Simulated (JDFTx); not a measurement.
Crystal: NaCl.

```
Cl Na
1.0
     0.00000    2.79406    2.79406
     2.79406    0.00000    2.79406
     2.79406    2.79406    0.00000
Cl Na
1 1
Direct
  0.50000 0.50000 0.50000
  0.00000 0.00000 0.00000
```

The cell is a database's computed one.

Base run:

* Program: JDFTx 1.7.0 (patched build)
* Functional: TASK
* Potentials or basis: SG15-PBE-1.2
* Cutoff: 1088 eV
* Density cutoff: 8708 eV
* k mesh: 8 × 8 × 8
* Occupations: fermi-dirac, width 0.05 eV
* Spin: no spin polarisation

Its results: band gap on the k mesh 8.56 eV, direct; pressure 8.9 GPa.

**Question.** After a change of settings the same cell gave: band gap on the k mesh 5.92 eV, direct; pressure 0.3 GPa. Which change was it?
A. functional from TASK to SCAN
B. functional from TASK to PBE; potentials or basis from SG15-PBE-1.2 to PseudoDojo-SR-PBE-0.5-standard; cutoff from 1088 eV to 1197 eV; density cutoff from 8708 eV to 9578 eV
C. functional from TASK to LDA; potentials or basis from SG15-PBE-1.2 to PseudoDojo-SR-LDA-0.4.1-standard; cutoff from 1088 eV to 1197 eV; density cutoff from 8708 eV to 9578 eV
D. functional from TASK to PBEsol; potentials or basis from SG15-PBE-1.2 to PseudoDojo-SR-PBEsol-0.4.1-standard with smoothed tails; cutoff from 1088 eV to 1197 eV; density cutoff from 8708 eV to 9578 eV

**Answer.** A.

Caveats: the potentials were made for another functional, which shifts forces and pressure.

Not every run made on this cell is shown here.
